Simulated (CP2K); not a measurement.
Runs of CP2K 2026.2 on Hf. Symmetry: P6_3/mmc, No. 194, hexagonal system. Conventional cell: a = 3.197 Å, b = 3.197 Å, c = 5.058 Å, α = 90.00°, β = 90.00°, γ = 120.00°. Hf (site symmetry -6m2) is surrounded by 12 Hf at 3.13 to 3.20 Å. 

```tsv
task	level	smearing	EPS_DEFAULT	NGRIDS	CUTOFF of the grids	points a segment of the path (NPOINTS)	bands added on the path	gap on the mesh (eV)	pressure (GPa)	V0 of scaled cells (Å³/atom)	B0 (GPa)
equation of state	PBE	fermi-dirac 0.05 eV	1.0E-10	5	450 Ry	-	-	-	-	22.55	106
band structure	LDA	fermi-dirac 0.05 eV	1.0E-9	4	675 Ry	8	2	none	(c)	-	-
single point	BEEF-vdW	fermi-dirac 0.05 eV	1.0E-9	4	675 Ry	-	-	none	(a)	-	-
band structure	PBE	fermi-dirac 0.05 eV	1.0E-9	4	675 Ry	8	2	none	0.8	-	-
equation of state	PBEsol	fermi-dirac 0.05 eV	1.0E-10	4	450 Ry	-	-	-	-	(b)	111
band structure	SCAN	fermi-dirac 0.05 eV	1.0E-9	4	675 Ry	10	6	none	1.0	-	-
band structure	AM05	fermi-dirac 0.05 eV	1.0E-9	4	675 Ry	8	2	none	-2.6	-	-
band structure	PBE	fermi-dirac 0.01 eV	1.0E-9	4	450 Ry	6	6	none	0.8	-	-
```

Alike in all rows: potentials or basis POTENTIAL_UZH Hf GTH-PBE-q12; TZVP-MOLOPT-PBE-GTH basis; no spin polarisation; cell as given; k mesh 10 × 10 × 5.

Q: Estimate the missing entries.

A: (a) 1.4; (b) 21.79; (c) -5.6.

Caveats: the basis of atomic orbitals isn't converged, which shifts pressures, moduli and gaps; the potentials were made for another functional, which shifts forces and pressure (some runs); the cell was scaled at fixed shape and fractional positions, which overstates the stiffness of a crystal with free parameters, most of all of layers and chains (some runs).

A k mesh can miss the band edges, and the runs leave out spin-orbit coupling on Hf.

A gap of «none» marks a metal or a gap under the smearing width.

Not every run made on this cell is shown here.
